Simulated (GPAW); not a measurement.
Wanted: an ASE script for a GPAW 26.7.0 run.

```
Task                : band structure
Functional          : PBE
Potentials or basis : GPAW PAW data sets (gpaw-data 1.2.1)
Basis               : lcao:dzp
Grid spacing        : 0.16 Å
k mesh              : 5 × 5 × 3
Occupations         : fermi-dirac, width 0.05 eV
Spin                : no spin polarisation
Maxiter             : 150
Band path           : GMKGALHA,LM,KH
Band points         : 60
```

The structure of CdS (Greenockite) lies in CdS.cif:

```cif
data_CdS
_cell_length_a 4.15000000
_cell_length_b 4.15000000
_cell_length_c 6.73700000
_cell_angle_alpha 90.00000000
_cell_angle_beta 90.00000000
_cell_angle_gamma 120.00000000
_space_group_name_H-M_alt 'P1'
_space_group_name_Hall 'P 1'
_space_group_IT_number 1
loop_
_space_group_symop_operation_xyz
'x,y,z'
loop_
_atom_site_label
_atom_site_type_symbol
_atom_site_symmetry_multiplicity
_atom_site_Wyckoff_symbol
_atom_site_fract_x
_atom_site_fract_y
_atom_site_fract_z
_atom_site_occupancy
Cd1 Cd 1 a 0.6666666667 0.3333333333 0.5000000000 1
Cd2 Cd 1 a 0.3333333333 0.6666666667 0.0000000000 1
S1 S 1 a 0.6666666667 0.3333333333 0.8750000000 1
S2 S 1 a 0.3333333333 0.6666666667 0.3750000000 1
```

The input as run:

run.py

```python
from ase.dft.bandgap import bandgap
from ase.io import read, write
from gpaw import GPAW

atoms = read('CdS.cif')

calc = GPAW(mode='lcao',
            h=0.16,
            basis='dzp',
            xc='PBE',
            kpts={'size': (5, 5, 3), 'gamma': True},
            occupations={'name': 'fermi-dirac', 'width': 0.05},
            convergence={'density': 1e-05, 'energy': 1e-05},
            maxiter=150,
            txt='gpaw.txt')
atoms.calc = calc
energy = atoms.get_potential_energy()
forces = atoms.get_forces()
calc.write('gs.gpw')
write('result.traj', atoms)
print(f'Energy: {energy:.6f} eV')
print('Forces (eV/A):')
print(forces.round(4))
print('Fermi level:', round(calc.get_fermi_level(), 4), 'eV')
print(f'Gap: {bandgap(calc)[0]:.4f} eV, direct: {bandgap(calc, direct=True)[0]:.4f} eV')

path = atoms.cell.bandpath('GMKGALHA,LM,KH', npoints=60, eps=1e-4)
bs_calc = calc.fixed_density(kpts=path, symmetry='off', txt='bands.txt')
bs = bs_calc.band_structure()
bs.write('bs.json')
print(f'Gap on the path: {bandgap(bs_calc)[0]:.4f} eV')
```

Potentials or basis: GPAW PAW data sets (gpaw-data 1.2.1), lcao:dzp.

Command:

```sh
$ OMP_NUM_THREADS=1 python run.py
```

It gave:

* Largest force: 0.061 eV/Å
* Band gap on the k mesh: 1.19 eV, direct
* Band gap along the path: 1.19 eV, direct

Caveat: the real-space grid adds noise to forces; the basis of atomic orbitals isn't converged, which shifts pressures, moduli and gaps.

It took 110 s on 1 thread of Arm Neoverse V1 (shared host), peak memory 0.33 GiB.
